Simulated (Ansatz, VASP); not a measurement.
# C in VASP and in Ansatz

```xyz
8
Lattice="4.9174 0.0000 0.0000 -2.4587 4.2586 0.0000 0.0000 0.0000 21.6742" Properties=species:S:1:pos:R:3 pbc="T T T"
C     4.0975   -0.0040   13.7942
C     2.8652    2.1316   13.7942
C     1.6391    0.0000   13.7474
C     0.4134    2.1310   13.7942
C    -2.0522    3.5465   13.7942
C    -0.8196    1.4195   13.7474
C     0.4134    3.5471   13.7942
C     1.6388    1.4235   13.7942
```

Alike in both runs: task single point; functional PBEsol; k mesh 9 × 9 × 1; occupations gaussian, width 0.04 eV; no spin polarisation.

|  | VASP | Ansatz |
| --- | --- | --- |
| version | VASP 6.6.1 | Ansatz 0.2.0 |
| potentials or method | VASP PAW PBE potentials, release 64 (C) | scalar-relativistic, plane waves, PAW |
| plane-wave cutoff (eV) | 520 | 420 |
| valence electrons in the cell | 32 | 32 |

```csv
,VASP,Ansatz,Ansatz less VASP
gap on the k mesh at the Fermi level (eV),none,none,-
rms of the force components (eV/Å),0.268,0.268,+0.0007
```

Atom by atom the forces differ by 0.002 eV/Å (rms over components). A gap of «none» marks a metal or a gap that the smearing closes. Ansatz warned: «pseudo_functional_mismatch».

Caveats: the PAW data sets were made with another functional, which shifts forces and pressure a little (VASP).
